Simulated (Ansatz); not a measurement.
**Ir, one cell by several methods**

```
Ir
1.0
     0.00000    1.93890    1.91970
     1.93890    0.00000    1.91970
     1.93890    1.93890    0.00000
Ir
1
Cartesian
  0.0000 0.0000 0.0000
```

The conventional cell has a = 2.742 Å, b = 2.742 Å, c = 3.839 Å, α = 90.00°, β = 90.00°, γ = 90.00°. Ir (atom 1) has 12 Ir at 2.73 to 2.74 Å as nearest neighbours.

The cell comes from COD entry 9008470, which wasn't checked; take it as a given geometry. The listed cell was then made from it by scaling, straining or moving an atom.

No spin–orbit coupling, which matters for the heavy atoms here.

All numbers are computed: DFT, PBE, PAW with Ansatz's default frozen-core files, scalar-relativistic (Ansatz 0.2.0); DFT, PBE, all-electron PAW with datasets made for the crystal, scalar-relativistic (Ansatz 0.2.0); DFT, PBE, all-electron LAPW, scalar-relativistic (Ansatz 0.2.0).

For PAW: a Γ-centred 15×15×15 k mesh, Fermi–Dirac smearing of 0.05 eV, cutoff 420 eV, no spin polarisation. The crystal-made all-electron datasets (AE datasets) take a cutoff of 300 eV at this cell. LAPW targets a basis error of 0.5 meV/atom. The Ansatz runs share mesh, smearing and spin set-up. Plane-wave (PAW) pressures include the program's estimate of the Pulay term.

Stress and pressure are positive in compression.

The change that made this cell: equal xx and yy strain of +1 %.

Spin–orbit coupling is left out, which moves gradients at and beside heavy atoms by some per cent and at worst by a factor of two.

In a metal, gradients converge slowly with the k mesh: the values move by tens of per cent from one mesh to another, at times in sign, so only the comparison on one mesh counts.

| quantity | PAW | AE datasets | LAPW |
| --- | --- | --- | --- |
| pressure (GPa) | 1.49 | 1.44 | 1.43 |
| stress xx (GPa) | 0.26 | 0.21 | 0.20 |
| stress zz (GPa) | 3.95 | 3.89 | 3.89 |
| field gradient Vzz at Ir (10²¹ V/m²) | -0.79 | -0.78 | – |

PAW's pressure differs from the LAPW value by +0.06 GPa.
